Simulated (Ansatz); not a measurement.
**Stability checks on a candidate for CdS**

The cell was found from a structure generator's guess, not taken from experiment.

All numbers below come from DFT PBE, scalar-relativistic, plane waves, PAW in Ansatz 0.2.0. Cutoff 420 eV, Γ-centred 4×4×6 mesh (8-atom cell), Gaussian smearing of 0.02 eV, no spin polarisation.

```cif
data_structure
_symmetry_space_group_name_H-M 'P4_2/mnm'
_symmetry_Int_Tables_number 136
_cell_length_a 7.2080
_cell_length_b 7.2080
_cell_length_c 4.2120
_cell_angle_alpha 90.000
_cell_angle_beta 90.000
_cell_angle_gamma 90.000
_cell_volume 218.84
loop_
_atom_site_label
_atom_site_type_symbol
_atom_site_symmetry_multiplicity
_atom_site_Wyckoff_symbol
_atom_site_fract_x
_atom_site_fract_y
_atom_site_fract_z
_atom_site_occupancy
Cd1 Cd 4 f 0.67868 0.67868 0.00000 1
S1 S 4 g 0.81750 0.81750 0.50000 1
```

Formation energies are uncorrected and refer to the elements' standard structures at the same level.

Question: These tests were run: energy against the elements; phonons on a 1×1×2 q mesh; elastic tensor. What do they show?

Answer:

```
                       test                         result
energy against the elements                 −0.630 eV/atom
  phonons on a 1×1×2 q mesh  no imaginary mode on the mesh
             elastic tensor        least eigenvalue 13 GPa
```

It fails none of these tests. Other phases of the system weren't compared here, so this isn't yet thermodynamic stability.

The reference form of S is held partly by dispersion forces, which this level lacks. The run for the phonons used a 4×4×6 k mesh. The run for the elastic tensor used a 4×4×6 k mesh.
